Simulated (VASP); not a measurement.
Wanted: the native input for a VASP 6.6.1 run.

```
Task                   : relaxation of cell and atoms
Functional             : PBEsol
Potentials or basis    : VASP PAW PBE potentials, release 64 (Ba_sv)
Cutoff                 : 600 eV
k mesh                 : 12 × 12 × 12
Occupations            : gaussian, width 0.1 eV
Spin                   : no spin polarisation
Dipole correction      : no
Further INCAR settings : ALGO = Normal; EDIFF = 1e-06; IBRION = 2; EDIFFG = -0.005; NSW = 100; ISIF = 3
```

The structure of Ba lies in POSCAR:

```
Ba
1.0
    0.0000000000      3.2326650028      3.2326650028
    3.2326650028      0.0000000000      3.2326650028
    3.2326650028      3.2326650028      0.0000000000
Ba
1
Direct
    0.0000000000      0.0000000000      0.0000000000
```

This isn't the form of Ba at room conditions, which is bcc.

These files were run (other wordings do the same):

INCAR

```
SYSTEM = Ba
ALGO = Normal ; EDIFF = 1E-6
EDIFFG = -0.005 ; ENCUT = 600
GGA = PS ; IBRION = 2
ISIF = 3 ; ISMEAR = 0
LASPH = .TRUE. ; LCHARG = .FALSE.
LREAL = .FALSE. ; LWAVE = .FALSE.
NELM = 100 ; NSW = 100
PREC = Accurate ; SIGMA = 0.1
```

KPOINTS

```
k-points
0
G
  12 12 12
  0 0 0
```

Potentials or basis: VASP PAW PBE potentials, release 64 (Ba_sv).

Launch:

```console
$ cat potpaw_PBE.64/Ba_sv/POTCAR > POTCAR
$ mpirun -np 1 vasp_std > vasp.out
```

It gave:

The relaxed volume is 59.10 Å³/atom. The relaxed cell is a = 4.372 Å, b = 4.372 Å, c = 4.372 Å, α = 60.00°, β = 60.00°, γ = 60.00°, the space group after relaxing (to 0.05 Å) is Fm-3m (No. 225) and the energy gained by relaxing is 28.5 meV/atom. The ionic steps are 16, the pressure after relaxing is 0.0 GPa and the band gap on the k mesh is none (metal or under the smearing width).

Caveat: the PAW data sets were made with another functional, which shifts forces and pressure a little.

Run time: 3.3 min on 1 thread of Intel(R) Xeon(R) 6975P-C (Granite Rapids), on a shared host, peak memory 0.28 GiB.
